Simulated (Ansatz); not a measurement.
# Tl: comparing deformations

Method: DFT PBEsol, scalar-relativistic, plane waves, PAW in Ansatz. The runs took a 420 eV cutoff, a Γ-centred 18×18×10 mesh and Gaussian smearing (0.15 eV). Spin–orbit coupling is left out, which can shift energies with elements as heavy as these. No spin polarisation. Energies are free energies at this smearing, counted from the undisturbed cell; pressure is positive in compression.

Zero of the scan (as given, not relaxed at this level; it stands at 0.0 GPa):

```xyz
2
Lattice="3.4560 0.0000 0.0000 -1.7280 2.9930 0.0000 0.0000 0.0000 5.5250" Properties=species:S:1:pos:R:3 pbc="T T T"
Tl    0.0000    1.9953    1.3813
Tl    1.7280    0.9977    4.1438
```

The cell is strained by ε times a Voigt pattern (xx, yy, zz, yz, xz, xy; engineering shear) with fractional coordinates fixed. τ = (1/V0) dE/dε comes from the stress tensor. Of each scan, only the three points used here are listed.

| pattern | ε | τ (GPa) |
| --- | --- | --- |
| (0, 0, 0, 0, 0, 1) | -0.0187 | -0.1044 |
| (0, 0, 0, 0, 0, 1) | 0.0000 | 0.0000 |
| (0, 0, 0, 0, 0, 1) | 0.0187 | 0.1044 |
| (0, 0, 1, 0, 0, 0) | -0.0150 | -0.97 |
| (0, 0, 1, 0, 0, 0) | 0.0000 | 0.12 |
| (0, 0, 1, 0, 0, 0) | 0.0150 | 1.07 |

Problem. Which constants do the scans give, and which deformation costs least for the same size of strain tensor?

Solution. The slope dτ/dε at zero (parabola through three points) is pᵀCp: (0, 0, 0, 0, 0, 1) gives C66 = 5.6 GPa; (0, 0, 1, 0, 0, 0) gives C33 = 68 GPa. The size of the strain tensor, ε:ε, is ε² times 0.5, 1.0. Per unit of it the stiffnesses are 11.2, 68 GPa, so (0, 0, 0, 0, 0, 1) is the softest of these: at ε:ε = (1 %)² the quadratic term costs 0.10 meV/atom against 0.61 for the stiffest. These are clamped-ion values.

Forces appear on the atoms along this scan, and letting them relax would lower the energy and soften the response. In a metal these slopes depend on the k mesh and the smearing.